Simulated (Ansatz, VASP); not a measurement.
One calculation of C, two programs

Contents of INCAR:

```
SYSTEM = C
PREC = Accurate ; ENCUT = 520
EDIFF = 1E-6 ; ISMEAR = 0
SIGMA = 0.05 ; LREAL = .FALSE.
LASPH = .TRUE. ; NELM = 80
ALGO = Normal ; ISIF = 2
LWAVE = .FALSE. ; LCHARG = .FALSE.
GGA = PE ; IVDW = 12
NBANDS = 11
```

KPOINTS

```
Automatic mesh
0
G
  15 15 15
  0 0 0
```

The input POSCAR:

```
C
1.0
    1.2632929494      0.7293625244      3.4449600376
   -1.2632929494      0.7293625244      3.4449600376
    0.0000000000     -1.4587250488      3.4449600375
C
2
Direct
    0.1703644086      0.1703644086      0.1703644086
    0.8296355914      0.8296355914      0.8296355914
```

Input for Ansatz:

```yaml
crystal:
  lattice:
    - [1.2632929494, 0.7293625244, 3.4449600376]
    - [-1.2632929494, 0.7293625244, 3.4449600376]
    - [0.0, -1.4587250488, 3.4449600375]
  atoms:
    - { symbol: C, position: [0.1703644086, 0.1703644086, 0.1703644086] }
    - { symbol: C, position: [0.8296355914, 0.8296355914, 0.8296355914] }
basis:
  ecutwfc: 520.0
kpoints:
  mp_grid: { grid: [15, 15, 15] }
hamiltonian:
  xc: pbe
  pseudopotentials: { kind: paw, azcp: { folder: soft_1 } }
  dispersion: d3bj
scf:
  occupations: { method: gaussian, width: 0.05 }
output:
  forces: true
  stress: true
  eigenvalues: true
```

Change from the starting cell: mode 4 frozen in at +0.038 Å, equal normal strain along x, y and z +0.0250.

Alike in both runs: task single point; functional PBE; dispersion D3(BJ); k mesh 15 × 15 × 15; occupations gaussian, width 0.05 eV; no spin polarisation.

```csv
,VASP,Ansatz
version,VASP 6.6.1,Ansatz 0.2.0
potentials or method,"VASP PAW PBE potentials, release 64 (C)","scalar-relativistic, plane waves, PAW"
plane-wave cutoff (eV),520,520
valence electrons in the cell,8,8
```

```csv
,VASP,Ansatz,Ansatz less VASP
gap on the k mesh at the Fermi level (eV),0.48,0.48,-0.001
least direct gap on the mesh (eV),0.48,0.48,-0.001
pressure (GPa),-18.6,-18.9,-0.37
largest component of the traceless stress (GPa),17.19,17.65,+0.453
rms of the force components (eV/Å),0.740,0.742,+0.0027
```

Atom by atom the forces differ by 0.003 eV/Å (rms over components).

Caveats: so large a pressure means that the cell lies far from this level's equilibrium, or that cutoff or potentials fall short (VASP); an odd mesh through Γ misses points on the zone boundary, where band edges often lie; forces of over 1 eV/Å show positions far from the minimum, so gaps and moduli don't describe the material at rest.
